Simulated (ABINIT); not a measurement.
# BeS (F-43m) in ABINIT: single point with PBE

Aim: the single point of BeS with PBE.

All numbers are computed with ABINIT 10.8.3 (patched build); they aren't measurements. Logs are shortened: lines on timing, memory, paths and dates and some standing lists are left out, and cuts for length are marked. The log counts tension as positive stress, the text compression.

### 1 The crystal as given

It takes space group F-43m (No. 216, cubic). Conventional cell: a = 4.850 Å, b = 4.850 Å, c = 4.850 Å, α = 90.00°, β = 90.00°, γ = 90.00°. Around S (site symmetry -43m) lie 4 Be at 2.10 Å. Be (site symmetry -43m) is surrounded by 4 S at 2.10 Å.

### 2 Single point, PBE

Contents of run.abi:

```
# Pseudopotentials
pp_dirpath "./"
pseudos "16_S_6_1.8_1.9_pbe_n_v1.0.psp8, 04_Be_4_1.8_1.9_pbe_v1.0.psp8"

# Structure
acell 3.4294678888 3.4294678888 3.4294678888 Angstrom
rprim
     0.0000000000     0.7071067812     0.7071067812
     0.7071067812     0.0000000000     0.7071067812
     0.7071067812     0.7071067812     0.0000000000
ntypat 2
znucl 16 4
natom 2
typat 1 2
xcart
     3.6375000000     3.6375000000     3.6375000000
     0.0000000000     0.0000000000     0.0000000000 Angstrom

# Plane-wave basis
ecut 30.0

# k points
kptopt 1
ngkpt 7 7 7
nshiftk 1
shiftk 0.0 0.0 0.0

# Exchange and correlation
ixc 11

# Bands and occupations
nband 9
occopt 3
tsmear 0.05 eV

# SCF cycle
nstep 100
tolvrs 1.0e-10

# Output
iomode 3
prtwf 0
prtden 0
prteig 0
prtebands 0
enunit 1
```

Potentials or basis: SPMS NC PBE v1.0.

Launch:

```bash
> abinit run.abi > log 2>&1
```

run.abo:

```text
.Version 10.8.3 of ABINIT
 Symmetries : space group F-4 3 m (#216); Bravais cF (face-center cubic)
================================================================================
 Values of the parameters that define the memory need of the present run
     intxc =       0    ionmov =       0      iscf =       7    lmnmax =       6
     lnmax =       6     mgfft =      32  mpssoang =       3    mqgrid =    3001
     natom =       2  nloc_mem =       1    nspden =       1   nspinor =       1
    nsppol =       1      nsym =      24    n1xccc =    2501    ntypat =       2
    occopt =       3   xclevel =       2
       mpw =        1525          nfft =       32768          nkpt =          20
================================================================================
================================================================================

--------------------------------------------------------------------------------
------------- Echo of variables that govern the present computation ------------
--------------------------------------------------------------------------------
 -outvars: echo values of preprocessed input variables --------
            acell      6.4807550674E+00  6.4807550674E+00  6.4807550674E+00 Bohr
              amu      3.20660000E+01  9.01218200E+00
             ecut      3.00000000E+01 Hartree
           enunit           1
              ixc          11
         kptrlatt        7    0    0      0    7    0      0    0    7
          kptrlen      4.53652855E+01
            natom           2
            nband           9
            ngfft          32      32      32
             nkpt          20
            nstep         100
             nsym          24
           ntypat           2
           occopt           3
           prtden           0
        prtebands           0
           prteig           0
            prtwf           0
            rprim      0.0000000000E+00  7.0710678120E-01  7.0710678120E-01
                       7.0710678120E-01  0.0000000000E+00  7.0710678120E-01
                       7.0710678120E-01  7.0710678120E-01  0.0000000000E+00
          spgroup         216
           tolvrs      1.00000000E-10
           tsmear      1.83746611E-03 Hartree
            typat      1  2
           xangst      3.6375000000E+00  3.6375000000E+00  3.6375000000E+00
                      -1.1719097776E-10 -1.1719144891E-10 -1.1719144891E-10
            xcart      6.8738787830E+00  6.8738787830E+00  6.8738787830E+00
                      -2.2145885239E-10 -2.2145974274E-10 -2.2145974274E-10
             xred      7.4999999998E-01  7.4999999998E-01  7.4999999998E-01
                      -2.4163282486E-11 -2.4163088197E-11 -2.4163088197E-11
            znucl       16.00000    4.00000

================================================================================

 chkinp: Checking input parameters for consistency.

================================================================================
== DATASET  1 ==================================================================

--- !DatasetInfo
iteration_state: {dtset: 1, }
dimensions: {natom: 2, nkpt: 20, mband: 9, nsppol: 1, nspinor: 1, nspden: 1, mpw: 1525, }
cutoff_energies: {ecut:  30.0, pawecutdg:  -1.0, }
electrons: {nelect:   1.00000000E+01, charge:   0.00000000E+00, occopt:   3.00000000E+00, tsmear:   1.83746611E-03, }
meta: {optdriver: 0, ionmov: 0, optcell: 0, iscf: 7, paral_kgb: 0, }
...

 Exchange-correlation functional for the present dataset will be:
  GGA: Perdew-Burke-Ernzerhof functional - ixc=11
  J.P.Perdew, K.Burke, M.Ernzerhof, PRL 77, 3865 (1996)

 Real(R)+Recip(G) space primitive vectors, cartesian coordinates (Bohr,Bohr^-1):
 R(1)=  0.0000000  4.5825859  4.5825859  G(1)= -0.1091087  0.1091087  0.1091087
 R(2)=  4.5825859  0.0000000  4.5825859  G(2)=  0.1091087 -0.1091087  0.1091087
 R(3)=  4.5825859  4.5825859  0.0000000  G(3)=  0.1091087  0.1091087 -0.1091087
 Unit cell volume ucvol=  1.9246946E+02 bohr^3
 Angles (23,13,12)=  6.00000000E+01  6.00000000E+01  6.00000000E+01 degrees

 getcut: wavevector=  0.0000  0.0000  0.0000  ngfft=  32  32  32
         ecut(hartree)=     30.000   => boxcut(ratio)=   2.00262

--- Pseudopotential description ------------------------------------------------
- pspini: atom type   1  psp file is ./16_S_6_1.8_1.9_pbe_n_v1.0.psp8
    8   11    2    4       600   0.00000      pspcod,pspxc,lmax,lloc,mmax,r2well
    5.99000000000000    6.00000000000000    0.00000000000000   rchrg,fchrg,qchrg
     nproj     2     2     2
     extension_switch     1

- pspini: atom type   2  psp file is ./04_Be_4_1.8_1.9_pbe_v1.0.psp8
    8   11    1    4       400   0.00000      pspcod,pspxc,lmax,lloc,mmax,r2well
    3.99000000000000    0.00000000000000    0.00000000000000   rchrg,fchrg,qchrg
     nproj     2     2
     extension_switch     1

   1.35764776E+02                                ecore*ucvol(ha*bohr**3)
--------------------------------------------------------------------------------

================================================================================

--- !BeginCycle
iteration_state: {dtset: 1, }
solver: {iscf: 7, nstep: 100, nline: 4, wfoptalg: 0, }
tolerances: {tolvrs: 1.00E-10, }
...

     iter   Etot(hartree)      deltaE(h)  residm     vres2
 ETOT  1  -24.553052070523    -2.455E+01 5.033E-02 1.304E+01
 ETOT  2  -24.565038807160    -1.199E-02 4.677E-04 1.209E+00
 ETOT  3  -24.565292147305    -2.533E-04 5.080E-05 4.805E-02
 ETOT  4  -24.565300085028    -7.938E-06 7.635E-06 6.950E-04
 ETOT  5  -24.565300148801    -6.377E-08 8.627E-07 2.698E-05
 ETOT  6  -24.565300150363    -1.562E-09 1.712E-07 3.971E-07
 ETOT  7  -24.565300150385    -2.218E-11 2.344E-08 3.914E-09
 ETOT  8  -24.565300150386    -2.558E-13 4.368E-09 1.319E-10
 ETOT  9  -24.565300150386    -1.172E-13 6.815E-10 5.515E-12

 At SCF step    9       vres2   =  5.52E-12 < tolvrs=  1.00E-10 =>converged.

 Cartesian components of stress tensor (hartree/bohr^3)
  sigma(1 1)= -5.09932416E-05  sigma(3 2)=  0.00000000E+00
  sigma(2 2)= -5.09932416E-05  sigma(3 1)=  0.00000000E+00
  sigma(3 3)= -5.09932416E-05  sigma(2 1)=  0.00000000E+00

--- !ResultsGS
iteration_state: {dtset: 1, }
comment   : Summary of ground state results
lattice_vectors:
- [  0.0000000,   4.5825859,   4.5825859, ]
- [  4.5825859,   0.0000000,   4.5825859, ]
- [  4.5825859,   4.5825859,   0.0000000, ]
lattice_lengths: [   6.48076,    6.48076,    6.48076, ]
lattice_angles: [ 60.000,  60.000,  60.000, ] # degrees, (23, 13, 12)
lattice_volume:   1.9246946E+02
convergence: {deltae: -1.172E-13, res2:  5.515E-12, residm:  6.815E-10, diffor: null, }
etotal    :  -2.45653002E+01
entropy   :   0.00000000E+00
fermie    :   1.93676024E-01
cartesian_stress_tensor: # hartree/bohr^3
- [ -5.09932416E-05,   0.00000000E+00,   0.00000000E+00, ]
- [  0.00000000E+00,  -5.09932416E-05,   0.00000000E+00, ]
- [  0.00000000E+00,   0.00000000E+00,  -5.09932416E-05, ]
pressure_GPa:   1.5003E+00
xred      :
- [  7.5000E-01,   7.5000E-01,   7.5000E-01,  S]
- [ -2.4163E-11,  -2.4163E-11,  -2.4163E-11, Be]
cartesian_forces: # hartree/bohr
- [  1.17516411E-28,   1.17516411E-28,  -3.52549234E-28, ]
- [ -1.17516411E-28,  -1.17516411E-28,   3.52549234E-28, ]
force_length_stats: {min:   3.89757843E-28, max:   3.89757843E-28, mean:   3.89757843E-28, }
...

 Integrated electronic density in atomic spheres:
 ------------------------------------------------
 Atom  Sphere_radius  Integrated_density
    1        2.00000          4.03788551
    2        2.00000          3.18917593
================================================================================

 ----iterations are completed or convergence reached----

 Mean square residual over all n,k,spin=   44.502E-13; max=  68.153E-11
 reduced coordinates (array xred) for    2 atoms
       0.749999999976      0.749999999976      0.749999999976
      -0.000000000024     -0.000000000024     -0.000000000024
 rms dE/dt=  1.5232E-27; max dE/dt=  2.1541E-27; dE/dt below (all hartree)
    1       0.000000000000      0.000000000000     -0.000000000000
    2       0.000000000000      0.000000000000      0.000000000000

 cartesian coordinates (angstrom) at end:
    1      3.63750000000000     3.63750000000000     3.63750000000000
    2     -0.00000000011719    -0.00000000011719    -0.00000000011719

 cartesian forces (hartree/bohr) at end:
    1      0.00000000000000     0.00000000000000    -0.00000000000000
    2     -0.00000000000000    -0.00000000000000     0.00000000000000
 frms,max,avg= 2.2502680E-28 3.5254923E-28   0.000E+00  0.000E+00  0.000E+00 h/b

 cartesian forces (eV/Angstrom) at end:
    1      0.00000000000000     0.00000000000000    -0.00000000000000
    2     -0.00000000000000    -0.00000000000000     0.00000000000000
 frms,max,avg= 1.1571343E-26 1.8128811E-26   0.000E+00  0.000E+00  0.000E+00 e/A
 length scales=  6.480755067427  6.480755067427  6.480755067427 bohr
              =  3.429467888800  3.429467888800  3.429467888800 angstroms
 Fermi (or HOMO) energy (eV) =   5.27019   Average Vxc (eV)=  -9.98629
 Eigenvalues (   eV  ) for nkpt=  20  k points:
 kpt#   1, nband=  9, wtk=  0.00292, kpt=  0.0000  0.0000  0.0000 (reduced coord)
 -95.41488  -10.01944    3.67087    3.67087    3.67087    9.32421    9.32421    9.32421
   9.55821
 prteigrs : prtvol=0 or 1, do not print more k-points.

--- !EnergyTerms
iteration_state     : {dtset: 1, }
comment             : Components of total free energy in Hartree
kinetic             :  1.05207211636539E+01
hartree             :  3.25352830796726E+00
xc                  : -5.35471823011144E+00
Ewald energy        : -1.51064138866320E+01
psp_core            :  7.05383472715381E-01
local_psp           : -1.03351657202522E+01
non_local_psp       : -8.24863525772681E+00
internal            : -2.45653001503858E+01
'-kT*entropy'       :  7.83091284218098E-16
total_energy        : -2.45653001503858E+01
total_energy_eV     : -6.68455870640604E+02
band_energy         : -7.44903874087923E+00
...

 Cartesian components of stress tensor (hartree/bohr^3)
  sigma(1 1)= -5.09932416E-05  sigma(3 2)=  0.00000000E+00
  sigma(2 2)= -5.09932416E-05  sigma(3 1)=  0.00000000E+00
  sigma(3 3)= -5.09932416E-05  sigma(2 1)=  0.00000000E+00

-Cartesian components of stress tensor (GPa)         [Pressure=  1.5003E+00 GPa]
- sigma(1 1)= -1.50027296E+00  sigma(3 2)=  0.00000000E+00
- sigma(2 2)= -1.50027296E+00  sigma(3 1)=  0.00000000E+00
- sigma(3 3)= -1.50027296E+00  sigma(2 1)=  0.00000000E+00

== END DATASET(S) ==============================================================
================================================================================

 -outvars: echo values of variables after computation  --------
            acell      6.4807550674E+00  6.4807550674E+00  6.4807550674E+00 Bohr
           etotal     -2.4565300150E+01
            fcart      1.1751641139E-28  1.1751641139E-28 -3.5254923418E-28
                      -1.1751641139E-28 -1.1751641139E-28  3.5254923418E-28
            rprim      0.0000000000E+00  7.0710678120E-01  7.0710678120E-01
                       7.0710678120E-01  0.0000000000E+00  7.0710678120E-01
                       7.0710678120E-01  7.0710678120E-01  0.0000000000E+00
           strten     -5.0993241557E-05 -5.0993241557E-05 -5.0993241557E-05
                       0.0000000000E+00  0.0000000000E+00  0.0000000000E+00
           xangst      3.6375000000E+00  3.6375000000E+00  3.6375000000E+00
                      -1.1719097776E-10 -1.1719144891E-10 -1.1719144891E-10
             xred      7.4999999998E-01  7.4999999998E-01  7.4999999998E-01
                      -2.4163282486E-11 -2.4163088197E-11 -2.4163088197E-11
 Calculation completed.
```

It took 12 s on 1 thread of Intel Xeon at 2.70GHz, shared host; peak memory 0.06 GiB.

What came out:

* Free energy: -668.4559 eV
* Pressure: 1.5 GPa
* Band gap on the k mesh: 3.27 eV, indirect (least direct gap 5.65 eV)
* Valence electrons inside the program's atomic spheres: S 4.04; Be 3.19

Levels at points of the mesh, in eV from the valence-band top:
| k point | band 2 | band 3 | band 4 | band 5 | band 6 | band 7 | band 8 | band 9 |
| --- | --- | --- | --- | --- | --- | --- | --- | --- |
| (0.00, 0.00, 0.00) | -13.69 | 0.00 | 0.00 | 0.00 | 5.65 | 5.65 | 5.65 | 5.89 |

Caveat: the cutoff is short for stress, so the pressure is rough; an odd mesh through Γ misses points on the zone boundary, where band edges often lie.
